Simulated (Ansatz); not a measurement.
HfO2:

```
Hf O
1.0
     3.55802    0.00000    0.00000
     0.00000    3.55802    0.00000
     0.00000    0.00000    5.17186
Hf O
2 4
Direct
  0.00000 0.00000 0.00000
  0.50000 0.50000 0.50000
  0.00000 0.50000 0.19721
  0.50000 0.00000 0.30279
  0.50000 0.00000 0.80279
  0.00000 0.50000 0.69721
```

Measurements of this composition are mostly on another form, of space group No. 14.

Base run:

| Quantity | Value |
| --- | --- |
| Program | Ansatz 0.2.0 |
| Functional | PBE |
| Potentials or basis | Ansatz NC |
| Cutoff | 1240 eV (not typed: the program's choice for these potentials) |
| k mesh | 8 × 8 × 5 |
| Occupations | fermi-dirac, width 0.05 eV |
| Spin | no spin polarisation |

Its results: band gap on the k mesh 4.77 eV, indirect (least direct gap 4.84 eV); pressure 10.0 GPa; largest force 0.140 eV/Å.

Problem. The run is repeated on the same cell with these changes: potentials or basis from Ansatz NC to JTH PAW; cutoff from 1240 eV (not typed: the program's choice for these potentials) to 1380 eV (not typed: the program's choice for these potentials); valence electrons from 76 to 48. What comes out?

Solution. Band gap on the k mesh 4.77 eV, indirect (least direct gap 4.84 eV); pressure 7.3 GPa; largest force 0.130 eV/Å.

Caveats: odd divisions of the mesh miss points on the zone boundary, where band edges often lie, so the gap on the mesh can be too wide; spin-orbit coupling is left out, which moves the levels of the heavy elements.

A k mesh can miss the band edges.
